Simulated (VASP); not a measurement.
Runs of VASP 6.6.1 on BeTe. Symmetry: F-43m, No. 216, cubic system. The conventional cell has a = 5.540 Å, b = 5.540 Å, c = 5.540 Å, α = 90.00°, β = 90.00°, γ = 90.00°. Te (site symmetry -43m) has 4 Be at 2.40 Å as nearest neighbours. Be (site symmetry -43m) is surrounded by 4 Te at 2.40 Å. 

| task | level | potentials or basis | cell | cutoff (eV) | smearing | gap on the mesh (eV) | pressure (GPa) | relaxed volume (Å³/atom) |
| --- | --- | --- | --- | --- | --- | --- | --- | --- |
| single point | PBE | VASP PAW PBE potentials, release 64 (Te, Be) | as given | 520 | gaussian 0.029 eV | 1.85 | 4.5 | - |
| relaxation of cell and atoms | PW91 | VASP PAW PBE potentials, release 64 (Te, Be) | relaxed | 600 | fermi-dirac 0.05 eV | (a) | 0.0 | 22.79 |
| relaxation of cell and atoms | AM05 | VASP PAW PBE potentials, release 64 (Te, Be) | relaxed | 600 | fermi-dirac 0.05 eV | 1.92 | 0.0 | 22.23 |
| band structure | PBE | VASP PAW PBE potentials, release 54 (Te, Be) | as given | 500 | fermi-dirac 0.05 eV | 1.85 | 4.5 | - |
| band structure | PBE | VASP PAW PBE potentials, release 54 (Te, Be) | as given | 520 | fermi-dirac 0.05 eV | 1.85 | 4.5 | - |

Alike in all rows: no spin polarisation; k mesh 8 × 8 × 8.

**Question.** Estimate the missing entries.

**Answer.** (a) 2.03.

Caveats: spin-orbit coupling is left out, which moves the levels of the heavy elements; the PAW data sets were made with another functional, which shifts forces and pressure a little (some runs).

A k mesh can miss the band edges, and the runs leave out spin-orbit coupling on Te.
